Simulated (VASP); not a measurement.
# GaN (Fm-3m) in VASP: notebook

The runs below take GaN through G0W0 quasiparticle levels, with PBE.

Everything below comes from runs of VASP 6.6.1. Logs are shortened: lines on timing, memory, paths and dates and some standing lists are left out, and cuts for length are marked.

### Step 1. The crystal as given

It takes space group Fm-3m (No. 225, cubic). Conventional cell: a = 4.270 Å, b = 4.270 Å, c = 4.270 Å, α = 90.00°, β = 90.00°, γ = 90.00°. Ga (site symmetry m-3m) has 6 N at 2.14 Å as nearest neighbours. N (site symmetry m-3m) has 6 Ga at 2.14 Å as nearest neighbours.

Measurements of this composition are mostly on another form, of space group No. 186.

### Step 2. G0W0 quasiparticle levels, PBE

Input file POSCAR:

```
GaN
1.0
    0.0000000000      2.1352350000      2.1352350000
    2.1352350000      0.0000000000      2.1352350000
    2.1352350000      2.1352350000      0.0000000000
Ga N
1 1
Direct
    0.0000000000      0.0000000000      0.0000000000
    0.5000000000      0.5000000000      0.5000000000
```

Input file INCAR.step1:

```
SYSTEM = GaN
PREC = Accurate ; ENCUT = 450
EDIFF = 1E-8 ; ISMEAR = 0
SIGMA = 0.01 ; LREAL = .FALSE.
LASPH = .TRUE. ; NELM = 80
ALGO = Fast ; LWAVE = .TRUE.
LCHARG = .FALSE. ; GGA = PE
```

Input file INCAR.step2:

```
SYSTEM = GaN
PREC = Accurate ; ENCUT = 450
EDIFF = 1E-8 ; ISMEAR = 0
SIGMA = 0.01 ; LREAL = .FALSE.
LASPH = .TRUE. ; NELM = 1
ALGO = Exact ; LWAVE = .TRUE.
LCHARG = .FALSE. ; GGA = PE
NBANDS = 125 ; LOPTICS = .TRUE.
ISTART = 1
```

Input file INCAR.step3:

```
SYSTEM = GaN
PREC = Accurate ; ENCUT = 450
EDIFF = 1E-8 ; ISMEAR = 0
SIGMA = 0.01 ; LREAL = .FALSE.
LASPH = .TRUE. ; ALGO = EVGW0
LWAVE = .FALSE. ; LCHARG = .FALSE.
GGA = PE ; NELMGW = 1
NBANDS = 125 ; ENCUTGW = 50
NOMEGA = 48 ; PRECFOCK = Fast
ISTART = 1 ; NBANDSGW = 17
```

Input file KPOINTS:

```
regular mesh
0
G
  3 3 3
  0 0 0
```

Potentials or basis: VASP PAW PBE potentials, release 64 (Ga_d_GW, N_GW).

Run with:

```bash
> cat potpaw_PBE.64/Ga_d_GW/POTCAR potpaw_PBE.64/N_GW/POTCAR > POTCAR
> cp INCAR.step1 INCAR
> mpirun -np 1 vasp_std > vasp.out
> cp INCAR.step2 INCAR
> mpirun -np 1 vasp_std > vasp.out
> cp INCAR.step3 INCAR
> mpirun -np 1 vasp_std > vasp.out
```

OUTCAR:

```text
SYSTEM = GaN
   PREC = Accurate
   ENCUT = 450
   EDIFF = 1E-8
   ISMEAR = 0
   LREAL = .FALSE.
   LASPH = .TRUE.
   GGA = PE
   NELMGW = 1
   ENCUTGW = 50
   PRECFOCK = Fast
   ISTART = 1

 Found      4 irreducible k-points:

 Following reciprocal coordinates:
            Coordinates               Weight
  0.000000  0.000000  0.000000      1.000000
  0.333333  0.000000  0.000000      8.000000
  0.333333  0.333333  0.000000      6.000000
 -0.333333  0.333333  0.000000     12.000000
   k-points           NKPTS =      4   k-points in BZ     NKDIM =     27   number of bands    NBANDS=    125
   number of dos      NEDOS =    301   number of ions     NIONS =      2
   total plane-waves  NPLWV =  13824
   dimension x,y,z NGX =    24 NGY =   24 NGZ =   24
   dimension x,y,z NGXF=    48 NGYF=   48 NGZF=   48
   ions per type =               1   1
   NGX,Y,Z   is equivalent  to a cutoff of  13.21, 13.21, 13.21 a.u.
   NGXF,Y,Z  is equivalent  to a cutoff of  26.43, 26.43, 26.43 a.u.
 SYSTEM =  GaN
   PREC   = accura    normal or accurate (medium, high low for compatibility)
   ISTART =      1    job   : 0-new  1-cont  2-samecut
   ICHARG =      0    charge: 1-file 2-atom 10-const
   ISPIN  =      1    spin polarized calculation?
   LNONCOLLINEAR =      F non collinear calculations
   LSORBIT =      F    spin-orbit coupling
   LASPH  =      T    aspherical Exc in radial PAW
   ENCUT  =  450.0 eV  33.07 Ry    5.75 a.u.   5.22  5.22  5.22*2*pi/ulx,y,z
   NELM   =     60;   NELMIN=  2; NELMDL=  0     # of ELM steps
   EDIFF  = 0.1E-07   stopping-criterion for ELM
   LREAL  =      F    real-space projection
   EDIFFG = 0.1E-06   stopping-criterion for IOM
   NSW    =      0    number of steps for IOM
   IBRION =     -1    ionic relax: 0-MD 1-quasi-New 2-CG
   NFREE  =      0    steps in history (QN), initial steepest desc. (CG)
   ISIF   =      0    stress and relaxation
   ISYM   =      3    0-nonsym 1-usesym 2-fastsym
   POTIM  = 0.5000    time-step for ionic-motion
   TEBEG  =    0.0;   TEEND  =   0.0 temperature during run
   PSTRESS=    0.0 pullay stress
   NELECT =      18.0000    total number of electrons
   NUPDOWN=      -1.0000    fix difference up-down
   EMIN   =  10.00;   EMAX   =-10.00  energy-range for DOS
   EFERMI =   0.00;   METHOD = LEGACY
   ISMEAR =     0;   SIGMA  =   0.01  broadening in eV -4-tet -1-fermi 0-gaus
   EFERMI_NEDOS =   21; number of points for ismear=-14 and -15
   IALGO  =     38    algorithm
   IMIX   =      4    mixing-type and parameters
     AMIX     =   0.40;   BMIX     =  1.00
     AMIX_MAG =   1.60;   BMIX_MAG =  1.00
  volume/ion in A,a.u.               =       9.74        65.70
  Fermi-wavevector in a.u.,A,eV,Ry     =   1.594814  3.013761 34.605481  2.543431
  Thomas-Fermi vector in A             =   2.692830
   LORBIT       =      0    0 simple, 1 ext, 2 COOP (PROOUT), +10 PAW based schemes
   GGA     = PE    functional components
   LHFCALC =     T    Hartree Fock is set to
   PRECFOCK=fast      Normal, Fast or Accurate (Low or Medium for compatibility)
   ENCUT4O =  -1.0   cutoff for four orbital integrals eV
   NKREDX  =     1    reduce k-point grid by
   NKREDY  =     1    reduce k-point grid by
   NKREDZ  =     1    reduce k-point grid by
   AEXX    =    1.0000 exact exchange contribution
   HFSCREEN=    0.0000 screening length (either q_TF or 0.3 A-1)
   HFSCREENC=   0.0000 screening length for correlation (either q_TF or 0.3 A-1)
   ENCUTFOCK=  -1.0 apply spherical cutoff to Coloumb kernel
   IVDW    =     0    specifies the selected vdW correction
   LEPSILON=     F    determine dielectric tensor
   LRPA    =     F    only Hartree local field effects (RPA)
   LRPAFORCE           =     F    calculate RPA forces
   ENCUTGW             =  50.0    cutoff for response function in eV
   ENCUTGWSOFT         =  40.0    soft cutoff for Coulomb kernel in GW response function in eV
   ENCUTLF             =  -1.0    cutoff for local field effects
   NELMGW              =     1    number of iterations in solving QP/BSE equation
   NELMHF              =     1    number of iterations in the inner HF iteration
   NKREDLFX            =     1    NKREDLFY  =   1   NKREDLFZ  =   1
 non-spin polarized calculation
 Gauss-broadening in eV      SIGMA  =   0.01
  energy-cutoff  :      450.00
  volume of cell :       19.47
 maximum number of plane-waves:       432
 NGX is ok and might be reduce to    24
  NGX = 12; NGY = 12; NGZ = 12
   NGX = 11   NGY = 11   NGZ = 11
 maximum number of plane-waves:        18
 NGX is ok and might be reduce to    10

 QP shifts <psi_nk| G(iteration)W_0 |psi_nk>: iteration 1
 for sc-GW calculations column KS-energies equals QP-energies in previous step
 and V_xc(KS)=  KS-energies - (<T + V_ion + V_H > + <T+V_H+V_ion>^1  + <V_x>^1)

 k-point   1 :       0.0000    0.0000    0.0000
  band No.  KS-energies  QP-energies   sigma(KS)   V_xc(KS)     V^pw_x(r,r')   Z            occupation Imag(sigma)

      1      -9.5376     -10.3931     -15.5180     -14.4207     -24.1393       0.7797       2.0000       1.4682
      2      -6.8856     -10.9218     -27.1537     -21.6616     -35.0060       0.7349       2.0000       0.2550
      3      -6.8856     -10.9218     -27.1537     -21.6616     -35.0060       0.7349       2.0000       0.2550
      4      -6.8856     -10.9218     -27.1537     -21.6616     -35.0060       0.7349       2.0000       0.2550
      5      -6.7935     -10.9831     -27.5300     -21.8539     -35.4739       0.7381       2.0000       0.3107
      6      -6.7935     -10.9831     -27.5300     -21.8539     -35.4739       0.7381       2.0000       0.3107
[... 9 lines left out ...]
     16      22.6723      23.5986     -11.3917     -12.5947      -4.4060       0.7700       0.0000      -0.5682
     17      23.3076      23.2778      -9.0255      -8.9869      -2.3546       0.7730       0.0000      -0.3737

 k-point   2 :       0.3333    0.0000    0.0000
  band No.  KS-energies  QP-energies   sigma(KS)   V_xc(KS)     V^pw_x(r,r')   Z            occupation Imag(sigma)

      1      -7.6677      -8.5856     -16.8631     -15.5741     -25.1861       0.7122       2.0000       1.0573
      2      -6.9641     -10.9838     -27.0961     -21.6024     -35.0834       0.7317       2.0000       0.3142
      3      -6.9641     -10.9838     -27.0961     -21.6024     -35.0834       0.7317       2.0000       0.3142
      4      -6.9019     -10.5863     -26.0957     -21.0538     -33.9943       0.7308       2.0000       0.3326
      5      -6.7247     -10.8463     -27.4636     -21.8787     -35.3416       0.7380       2.0000       0.2642
      6      -6.7247     -10.8463     -27.4636     -21.8787     -35.3416       0.7380       2.0000       0.2642
[... 9 lines left out ...]
     16      26.4436      26.9069     -11.7435     -12.3249      -5.1568       0.7967       0.0000      -0.5705
     17      32.8236      33.4475     -10.8128     -11.5740      -3.2433       0.8196       0.0000      -1.2122

 k-point   3 :       0.3333    0.3333    0.0000
  band No.  KS-energies  QP-energies   sigma(KS)   V_xc(KS)     V^pw_x(r,r')   Z            occupation Imag(sigma)

      1      -8.2414     -10.4855     -21.3943     -18.2900     -29.9334       0.7229       2.0000       0.7750
      2      -7.0062     -10.9753     -26.8976     -21.4681     -34.7429       0.7310       2.0000       0.2606
      3      -6.7184     -10.9407     -27.6338     -21.9390     -35.5847       0.7414       2.0000       0.3121
      4      -6.7057     -10.8077     -27.4125     -21.8683     -35.2663       0.7399       2.0000       0.2538
      5      -6.7057     -10.8077     -27.4125     -21.8683     -35.2663       0.7399       2.0000       0.2538
      6      -5.6748      -8.0724     -21.8801     -18.6040     -29.5240       0.7319       2.0000       0.6195
[... 9 lines left out ...]
     16      33.7031      34.4972     -11.3972     -12.3381      -4.0704       0.8439       0.0000      -1.1865
     17      33.7031      34.4972     -11.3972     -12.3381      -4.0704       0.8439       0.0000      -1.1865

 k-point   4 :      -0.3333    0.3333    0.0000
  band No.  KS-energies  QP-energies   sigma(KS)   V_xc(KS)     V^pw_x(r,r')   Z            occupation Imag(sigma)

      1      -7.8768     -10.6686     -23.4829     -19.5695     -31.9332       0.7134       2.0000       0.5908
      2      -6.9394     -10.8830     -26.8125     -21.4322     -34.6613       0.7330       2.0000       0.2756
      3      -6.8688     -10.9522     -27.2899     -21.7284     -35.3046       0.7342       2.0000       0.3247
      4      -6.8067     -10.8333     -27.1323     -21.6602     -34.9837       0.7358       2.0000       0.2649
      5      -6.6877     -10.8075     -27.4588     -21.9037     -35.3089       0.7416       2.0000       0.2497
      6      -4.5080      -6.4961     -21.5861     -18.9229     -29.2231       0.7465       2.0000       0.6353
[... 9 lines left out ...]
     16      30.1108      30.7973     -11.1707     -12.0552      -3.8149       0.7761       0.0000      -0.9842
     17      34.9388      36.0056     -12.0315     -13.3243      -4.4134       0.8252       0.0000      -1.4740
```

Run time: 11 s. Hardware: 1 thread of Intel Xeon 6975P-C (Granite Rapids), shared host; peak memory 0.15 GiB.

The run converged, but some of its settings lie outside the range that counts as converged, so its numbers aren't taken as properties of the crystal.

Results:

| Item | Value |
| --- | --- |
| Band gap on the k mesh, mean-field level | 2.07 eV, indirect (least direct gap 2.26 eV) |
| Quasiparticle gap | 2.69 eV |
| Least direct quasiparticle gap | 2.76 eV |

Caveat: the k mesh is coarse (spacing up to 0.85 Å⁻¹), so the values aren't converged; bands, screening cutoff and mesh are small and nothing is extrapolated, so the quasiparticle values aren't converged; an odd mesh through Γ misses points on the zone boundary, where band edges often lie.

(Part 1 of 2 ends here.)
